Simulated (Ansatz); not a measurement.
# Σ3 (112) boundary in fcc Pt with Pd (substitutional): structure and resistance, part 2 of 2

How much does the Σ3 (112) boundary in fcc Pt with Pd (substitutional) reflect electrons?

Ansatz 0.2.0; Ansatz plane-wave DFT, PBE, PAW files; relaxation of a bicrystal slab with its lowest layers held; PAW set soft_1 (the session's first sound run).

So far. Step 2 (Relaxing the bicrystal): The largest force component on a free atom ends at 0.0049 eV/Å, under the tolerance of 0.03, after 12 steps.

## Step 3: Transmission across the boundary

Bulk layers of each grain are laid under and over the relaxed boundary, and a lead is named in the middle of each, away from the free faces. The mesh across the current, 22×10, is finer than the density's, because channels open and close sharply across the zone. Energies from -0.1 to 0.1 eV in steps of 0.05 eV are too few for the program's thermal sum, so it prints no conductance; for a metal the transmission near the Fermi level serves, at a fraction of the cost.

This step: Ansatz plane-wave DFT, PBE, PAW files; ballistic transport by layer matching (Landauer), zero bias; boundary relaxed in a short slab, bulk layers laid on; PAW set soft_1 (Ansatz 0.2.0).

System of this step: Σ3 (112) boundary in fcc Pt with Pd (substitutional). The cell holds 53 atoms: 52 Pt and 1 Pd. Its edges and angles: a = 2.773 Å, b = 6.793 Å, c = 50.174 Å, α = 90.0°, β = 90.0°, γ = 90.0°. It derives from Pt. Regions: lower grain, 22 atoms (22 Pt); boundary, 14 atoms (13 Pt and 1 Pd); upper grain, 17 atoms (17 Pt). Vacuum lies along c.

input.yaml reads:

```yaml
crystal:
  lattice:
    - [2.7731313745, 0.0, 0.0]
    - [0.0, 6.7927568571, 0.0]
    - [0.0, 0.0, 50.1738446339]
  atoms:
    - { symbol: Pt, position: [-14.4999999996, 9.6666666666, 0.0797228123] }
    - { symbol: Pt, position: [-13.9999999996, 9.3333333333, 0.0956780193] }
    - { symbol: Pt, position: [-13.4999999996, 9.0, 0.1116332262] }
    - { symbol: Pt, position: [-12.9999999997, 8.6666666666, 0.1275884331] }
    - { symbol: Pt, position: [-12.4999999997, 8.3333333333, 0.14354364] }
    - { symbol: Pt, position: [-11.9999999997, 8.0, 0.1594988469] }
    - { symbol: Pt, position: [-11.4999999997, 7.6666666666, 0.1754540538] }
    - { symbol: Pt, position: [-10.9999999997, 7.3333333333, 0.1914092607] }
    - { symbol: Pt, position: [-10.4999999997, 7.0, 0.2073644676] }
    - { symbol: Pt, position: [-9.9999999998, 6.6666666666, 0.2233196746] }
    - { symbol: Pt, position: [-9.4999999998, 6.3333333333, 0.2392748815] }
    - { symbol: Pt, position: [-8.9999999998, 6.0, 0.2552300884] }
    - { symbol: Pt, position: [-8.4999999998, 5.6666666666, 0.2711852953] }
    - { symbol: Pt, position: [-7.9999999998, 5.3333333333, 0.2871405022] }
    - { symbol: Pt, position: [-7.4999999999, 5.0, 0.3030957091] }
    - { symbol: Pt, position: [-6.9999999999, 4.6666666666, 0.319050916] }
    - { symbol: Pt, position: [-6.4999999999, 4.3333333333, 0.335006123] }
    - { symbol: Pt, position: [-5.9999999999, 4.0, 0.3509613299] }
    - { symbol: Pt, position: [-5.4999999999, 3.6666666666, 0.3669165368] }
    - { symbol: Pt, position: [-4.9999999999, 3.3333333333, 0.3828717437] }
    - { symbol: Pt, position: [-4.5, 3.0, 0.3988269506] }
    - { symbol: Pt, position: [-4.0, 2.6666666666, 0.4147821575] }
    - { symbol: Pt, position: [0.5, 0.3333333333, 0.4307373644] }
    - { symbol: Pt, position: [0.0, -0.007585027, 0.4478670672] }
    - { symbol: Pt, position: [0.5, 0.6621855256, 0.4652025672] }
    - { symbol: Pt, position: [0.0, 0.3275522473, 0.4795038392] }
    - { symbol: Pt, position: [0.5, -0.0072036836, 0.4970831654] }
    - { symbol: Pt, position: [0.0, 0.6693278406, 0.516006416] }
    - { symbol: Pt, position: [0.5, 0.3337562714, 0.5275170441] }
    - { symbol: Pd, position: [0.0, 0.0097394413, 0.5460818352] }
    - { symbol: Pt, position: [0.0, 0.5020135828, 0.5677314051] }
    - { symbol: Pt, position: [0.5, -0.170488141, 0.585584115] }
    - { symbol: Pt, position: [0.0, 0.1623499582, 0.5985737147] }
    - { symbol: Pt, position: [0.5, 0.4915337224, 0.6164429541] }
    - { symbol: Pt, position: [0.0, -0.1705094759, 0.6340452761] }
    - { symbol: Pt, position: [0.5, 0.1647190103, 0.6490386701] }
    - { symbol: Pt, position: [-4.0, 2.4980523437, 0.664993877] }
    - { symbol: Pt, position: [-4.5, 2.831385677, 0.680949084] }
    - { symbol: Pt, position: [-4.9999999999, 3.1647190103, 0.6969042909] }
    - { symbol: Pt, position: [-5.4999999999, 3.4980523437, 0.7128594978] }
    - { symbol: Pt, position: [-5.9999999999, 3.831385677, 0.7288147047] }
    - { symbol: Pt, position: [-6.4999999999, 4.1647190103, 0.7447699116] }
    - { symbol: Pt, position: [-6.9999999999, 4.4980523437, 0.7607251185] }
    - { symbol: Pt, position: [-7.4999999999, 4.831385677, 0.7766803254] }
    - { symbol: Pt, position: [-7.9999999998, 5.1647190103, 0.7926355324] }
    - { symbol: Pt, position: [-8.4999999998, 5.4980523437, 0.8085907393] }
    - { symbol: Pt, position: [-8.9999999998, 5.831385677, 0.8245459462] }
    - { symbol: Pt, position: [-9.4999999998, 6.1647190103, 0.8405011531] }
    - { symbol: Pt, position: [-9.9999999998, 6.4980523437, 0.85645636] }
    - { symbol: Pt, position: [-10.4999999997, 6.831385677, 0.8724115669] }
    - { symbol: Pt, position: [-10.9999999997, 7.1647190103, 0.8883667738] }
    - { symbol: Pt, position: [-11.4999999997, 7.4980523437, 0.9043219807] }
    - { symbol: Pt, position: [-11.9999999997, 7.831385677, 0.9202771877] }
kpoints:
  mp_grid: { grid: [9, 4, 1] }
hamiltonian:
  xc: pbe
  pseudopotentials: { kind: paw, azcp: { folder: soft_1 } }
scf:
  occupations: { method: fermi_dirac, width: 0.1 }
output:
  transmission:
    leads: [[12, 13], [43, 44]]
    kmesh: [22, 10]
    e_range: [-0.1, 0.1]
    de: 0.05
  write_potential: true
  write_density: true
  volumetric_format: npy
  elf: true
```

The run is started by

```sh
$ ansatz run input.yaml --threads 4 --pin off --max-ram 15360MiB --backend cpu --events-out ev --progress --plain --runs-dir out
```

Numbers of over 12 decimals in the logs are rounded to 6 here.

What it wrote:

```text
[...]
Crystal: 53 atoms, lattice volume = 945.135 Å³
Basis set: ecut = 420 eV, 18617 PW (Γ)
Bands: 573, of which v1, the nominal top of the filled ones, is band 477 counted from 1 (476 counted from 0)
Symmetry: 2 space group operations
[...]
k-points: 15 of 36 (time reversal used)
[...]
SCF iter   1: F=—  HF=-658276.328589 eV  |F-HF|=—  |Δ(HF+E_count)|=         —  Δρ=1.07e-1  dr2=6.30e2  ethr=3.10e-3  ⟨swp⟩=6.0  Hψ=30247  notcnv=0  defer=292
[...]
SCF iter  14: F=-658254.103541 eV  HF=-658254.103541 eV  |F-HF|=4.67e-8  |Δ(HF+E_count)|=   1.28e-8  Δρ=1.21e-6  dr2=5.09e-8  ethr=1.05e-11  ⟨swp⟩=11.9  Hψ=31682  notcnv=0
SCF 1 converged in 14 iterations: F = -658254.103541 eV  dr2 = 5.09e-8
[...]
transmission: 512 of 5112 steps passed
transmission: 1023 of 5112 steps passed
[...]
transmission: 5112 of 5112 steps passed
WARN: The input density's exchange-correlation potential varies sharply where the density is thin. Do not read a vacuum level from v_tot or v_xc, or from such a field of the output density. On a cell that repeats whose density bears no net charge and no dipole along the vacuum's axis use v_es (v_loc + v_h of the components); under efield.dipole_correction with no amplitude use v_es + v_field, which holds any external [...]
SCF converged after 14 iterations
the last check of whether an eigenvalue changes by more than its tolerance under the output density was not made (no_room)
Free energy (F): -658254.103541 eV
[...]
Internal energy: -658251.216422 eV  (E = F + TS)
E sigma→0 (E₀):  -658252.659982 eV
Entropy (-TS):   -2.887119 eV (-54.474 meV/atom)
Fermi energy:    18.837645 eV
[...]
--- Band table (eV; the first three rows and the last of 15) ---
  k-point 0: bands = [... 473 lower, 18.6118, 18.6495, 18.6726, 18.6834, 18.6861, 18.7244, 18.7539, 18.7771, ... 92 higher]
  k-point 1: bands = [... 473 lower, 18.4566, 18.4814, 18.4891, 18.5071, 18.5292, 18.5292, 18.5624, 18.5836, ... 92 higher]
  k-point 2: bands = [... 473 lower, 18.5232, 18.5538, 18.5971, 18.6034, 18.6166, 18.6220, 18.6292, 18.6311, ... 92 higher]
  k-point 14: bands = [... 473 lower, 19.1211, 19.1272, 19.1694, 19.1852, 19.1934, 19.2021, 19.2245, 19.2426, ... 92 higher]
--- Transmission ---
  basis      : 167 plane waves across, 71 finite elements along
  points     : 72, standing for a mesh of 22 x 10
  energies   : 5 from -0.100000 to 0.100000 eV about the Fermi level, 0.050000 eV apart; the leads are filled to 0.000000 eV, and channels, transmission and decay are at 0.000000 eV
  crystal 0  : Pt3, at the sites [12, 13], period 2.4016 Å, over 18.41 Å; its Hamiltonian steps by up to 22.2 meV
    offset         : up to 0.0000 Å between an atom of the period and one for which it stands
    channels       : 4.950000e0 a spin
    conductance    : none, the energies end too early or step too widely for 300 K: set another output.transmission.e_range or a lower de, or, where they end at an eighth of basis.ecutwfc, a higher one
[...]
channels       : 4.950000e0 a spin
[...]
junction   : crystal 0 to crystal 1, 12.91 to 37.27 Å
    transmission   : 2.703100e0 a spin
[...]
```

The job ended after 19 min (4 threads of Arm Neoverse V1, shared host; peak memory 11 GiB).

Numbers from this step:

- free energy: -658254.1035 eV
- energy at zero smearing: -658252.6600 eV
- Fermi energy: 18.84 eV
- cell area: 18.84 Å²
- transmission per spin nearest the Fermi level: 2.703
- open channels per spin nearest the Fermi level: 4.95
- open channels per spin, upper lead: 4.95
- step of the lead's potential: 22.2 meV
- step of the upper lead's potential: 23.6 meV

Per spin. Table of transmission, zone mean by energy, zero at the Fermi level:

| energy (eV) | transmission, zone mean |
| --- | --- |
| -0.1000 | 3.00 |
| -0.0500 | 2.91 |
| 0.0000 | 2.70 |
| 0.0500 | 2.49 |
| 0.1000 | 2.30 |

Per spin. The open channels, zone mean, lead = upper lead by energy, zero at the Fermi level:

| energy (eV) | open channels, zone mean, lead = upper lead |
| --- | --- |
| -0.1000 | 5.65 |
| -0.0500 | 5.61 |
| 0.0000 | 4.95 |
| 0.0500 | 4.50 |
| 0.1000 | 4.22 |

Transmission over k1 and k2. At 0.0000 eV from the Fermi level.

Ten even steps from '0' (0.91) to '9' (4.16):
```
5436656887565788656634
2614778864474468877416
3324568654878456865423
7504237545797545732405
7704671156797651176407
7504237545797545732405
3324568654878456865423
2614778864474468877416
5436656887565788656634
3343554223525322455343
```
Columns: k1 (b1) from -0.5 to 0.455; rows upwards: k2 (b2) from -0.5 to 0.4.

Open channels over k1 and k2. At 0.0000 eV from the Fermi level.

Values, 10 rows by 16 columns, each cell a mean:
```
4.55 5.45 6.45 5.36 6.00 6.00 6.00 6.00 6.73 6.00 6.00 6.00 6.00 5.45 6.09 5.73
5.73 3.91 4.73 6.00 6.00 5.82 4.55 4.00 5.45 4.00 4.91 6.00 6.00 5.82 4.09 4.45
5.73 4.45 4.09 5.36 6.00 4.91 3.55 4.45 5.73 3.91 3.91 5.36 6.00 4.91 4.00 4.73
7.45 3.82 3.55 3.73 5.64 4.00 3.45 4.73 6.45 4.45 3.27 4.73 5.36 3.36 3.09 4.91
6.00 3.82 3.00 5.00 3.73 2.45 4.00 6.18 7.00 5.36 3.82 2.36 4.27 4.64 2.55 4.91
7.45 3.82 3.55 3.73 5.64 4.00 3.45 4.73 6.45 4.45 3.27 4.73 5.36 3.36 3.09 4.91
5.73 4.45 4.09 5.36 6.00 4.91 3.55 4.45 5.73 3.91 3.91 5.36 6.00 4.91 4.00 4.73
5.73 3.91 4.73 6.00 6.00 5.82 4.55 4.00 5.45 4.00 4.91 6.00 6.00 5.82 4.09 4.45
4.55 5.45 6.45 5.36 6.00 6.00 6.00 6.00 6.73 6.00 6.00 6.00 6.00 5.45 6.09 5.73
4.00 6.18 4.73 4.00 4.00 4.00 4.00 5.45 6.00 4.91 4.00 4.00 4.00 4.00 5.82 5.09
```
Columns: k1 (b1) from -0.5 to 0.455; rows upwards: k2 (b2) from -0.5 to 0.4.

Valence density in the cb plane at fractional x = 0.000, with atoms of Pt and Pd within 0.2 Å of it. It is the smooth field of the valence electrons, not physical close to the nuclei.

Ten even steps from '0' (0 e/Å³) to '9' (15 e/Å³), each cell a mean:
```
00000000256410000000003662000000000000000000
00000000023200000000000110000000001442000000
00000000000000000000000000000000003674000000
00000110000000000001100000000000003563000000
00002441000000000024410000000000001221000000
00014763000000000147630000000000000000000000
00003652000000000036520000110000000000001000
00001220000000000012200002442000000000134300
00000000000000000000000014773000000000267510
01000000000000000000000003652000000000256410
34310000000002431000000001220000000000022100
67510000000014762000000000000000000000000000
56410000000014652000000000000001000000000000
22100000000001321000000000000134200000000002
00000000000000000000000000000367410000000014
00000000000000000000000110000256400000000014
00000000134200000000002652000122100000000001
00000000257510000000004994000000000000000000
```
Columns run along c (16.0 Å, from fractional 0.38 to 0.70 of the cell), rows up along b (6.8 Å). Atoms in or near the plane, at fractional coordinates: Pt at (0.38, 0.33), Pt at (0.41, 0.67), Pt at (0.45, 0.99), Pt at (0.48, 0.33), Pt at (0.52, 0.67), Pd at (0.55, 0.01), Pt at (0.57, 0.50), Pt at (0.60, 0.16), Pt at (0.63, 0.83), Pt at (0.66, 0.50).

Electrostatic potential energy in the cb plane at fractional x = 0.000, with atoms of Pt and Pd within 0.2 Å of it. With pseudopotentials it is smooth inside the atoms' cores, unlike the true potential.

Values in eV, 10 rows by 16 columns, each cell a mean:
```
 20  19  16 -38 -13  20  19  17 -24   2  20  20  -2 -12  20  20
 22  16  13   9  16  22  17  12  16  20  19  19 -27 -43  16  18
 20 -15 -29  18  20  21 -11 -34  17  21  20  21  -5 -18  18  20
 19 -25 -40  17  19  20 -18 -43  14   0  10  22  19  16  -1  14
 18   7   1  21  20  19  10   0  14 -43 -19  20  19  11 -46 -10
-22  11  20  21   9 -17  16  20  16 -33 -11  20  19  13 -39  -5
-52  -3  19  19 -10 -51   7  19  20  13  15  13  21  21  10  14
-24  11  21  20   5 -26  15  20  20  22  -1 -36  14  20  20  -5
 18  20  21   4  12  17  21  20   1  13 -10 -48   9  19  19 -14
 19  19  15 -41 -16  20  19  14 -40  -8  12  -6  17  19  21  11
```
Columns run along c (16.0 Å, from fractional 0.38 to 0.70 of the cell; values clipped at the 3rd and 97th percentile), rows up along b (6.8 Å). Atoms in or near the plane, at fractional coordinates: Pt at (0.38, 0.33), Pt at (0.41, 0.67), Pt at (0.45, 0.99), Pt at (0.48, 0.33), Pt at (0.52, 0.67), Pd at (0.55, 0.01), Pt at (0.57, 0.50), Pt at (0.60, 0.16), Pt at (0.63, 0.83), Pt at (0.66, 0.50).

ELF in the cb plane at fractional x = 0.000, with atoms of Pt and Pd within 0.2 Å of it. It is the smooth field of the valence electrons, not physical close to the nuclei.

Ten even steps from '0' (0.12) to '9' (0.59), each cell a mean:
```
22232223799973123332135446312222223554210012
10122222478752112222214664122222237898421222
00012223334321001222222221123322248999522233
00124554322221001256642100123322249998422232
11258986322222111489973200122211136886322221
22269998422233212699984221232200013333322220
22258998421233222589984334664210012223355531
22236886310122222368753347998411122222689962
22233332100022222223322259999522233223799973
55532222100124553222222259997422232223899962
99852222211258996222222236885222221112578742
99973223322269998322333222343322221001233333
99973222322258998422333211123355421001222234
77742111222247886311222100023689841112222248
33321001222233433100011210124899962123322269
22221001345432222100014553124899852223322269
22222113689842222211036445323688632222210147
22233223899962223321145225412233322222100023
```
Columns run along c (16.0 Å, from fractional 0.38 to 0.70 of the cell), rows up along b (6.8 Å). Atoms in or near the plane, at fractional coordinates: Pt at (0.38, 0.33), Pt at (0.41, 0.67), Pt at (0.45, 0.99), Pt at (0.48, 0.33), Pt at (0.52, 0.67), Pd at (0.55, 0.01), Pt at (0.57, 0.50), Pt at (0.60, 0.16), Pt at (0.63, 0.83), Pt at (0.66, 0.50).

Over the solved energies the transmission per spin lies between 2.30 and 3.00, out of 4.99 channels of the lead on average (up to 5.65).

## Step 4: Specific resistance

This step: Ansatz plane-wave DFT, PBE, PAW files; ballistic transport by layer matching (Landauer), zero bias; specific resistance of the boundary; PAW set soft_1 (Ansatz 0.2.0).

This step gave:

```yaml
area_resistance: 0.4199 fΩ m²
t_over_the_leads_mean_channel_count: 0.5374
```

Averaged over the energies near the Fermi level, 53.7 % of the channels pass, which makes 0.420 fΩ m².

By hand, with T and the leads' channels N averaged over the energies near the Fermi level: RA = A (h/2e²)(1/T − ½[1/N₁ + 1/N₂]) = 18.84×10⁻²⁰ m² × 12 906 Ω × (1/2.679 − ½[1/4.986 + 1/4.985]) = 0.420 fΩ m².

## Step 5: Outcome

```
specific resistance of the boundary : 0.420 fΩ m²
share of channels that pass         : 0.537
```

**Reading.** The boundary has a specific resistance of 0.42 fΩ m². The boundary reflects 46 % of the channels; 0.42 fΩ m² is 4.2×10⁻¹² Ω·cm². That equals the resistance of 3.9 nm of bulk Pt at 300 K (measured 10.8 µΩ cm, CRC Handbook of Chemistry and Physics, 84th ed., 2003, Electrical Resistivity of Pure Metals). One Pd in 18.8 Å² of boundary is a high coverage. In the relaxation the upper grain slid sideways by about 1.2 Å, so the result belongs to the position that it found, not to the starting one. Each plane of this narrow cell holds one atom, so the solute fills a whole plane. One starting structure was relaxed; another shift or atom count at the boundary may lie lower. Spin-orbit coupling is left out, which matters for Pt.

[Logs are printed without paths, hosts, clocks, repeated set-up lines and the standing remarks that a program may print on its own settings, such as how far it seeks lower states.]

[Hosts, paths, dates, database ids (printed as entryN), source tags and the programs' standing remarks are cut or masked in the printed files.]
